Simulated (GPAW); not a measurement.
MgB2, 3 atoms in the cell. It takes space group P6/mmm (No. 191, hexagonal). The conventional cell has a = 3.085 Å, b = 3.085 Å, c = 3.523 Å, α = 90.00°, β = 90.00°, γ = 120.00°. Mg (site symmetry 6/mmm) is surrounded by 12 B at 2.51 Å. Around B (site symmetry -6m2) lie 3 B at 1.78 Å. 

| Quantity | Value |
| --- | --- |
| Program | GPAW 26.7.0 |
| Task | relaxation of cell and atoms |
| Functional | PBE |
| Dispersion | D4 |
| Potentials or basis | GPAW PAW data sets (gpaw-data 1.2.1) |
| Cutoff | 800 eV |
| Basis | pw |
| k mesh | 7 × 7 × 5 |
| Occupations | fermi-dirac, width 0.05 eV |
| Spin | no spin polarisation |
| Maxiter | 150 |
| Optimizer | FIRE |
| Fmax | 0.05 eV/Å |
| Max steps | 100 |

Potentials or basis: GPAW PAW data sets (gpaw-data 1.2.1), pw.

Launch:

```bash
$ OMP_NUM_THREADS=1 python run.py
```

Hardware: 1 thread of Arm Neoverse V2, with other jobs on the host.

Task: Estimate the wall time of this run.

Result: Run time: 2.2 min on 1 thread of Arm Neoverse V2 (shared host), peak memory 0.28 GiB. Counts: scf iterations 75, plane waves 1509, bands 17, k points 24, ion steps 12.
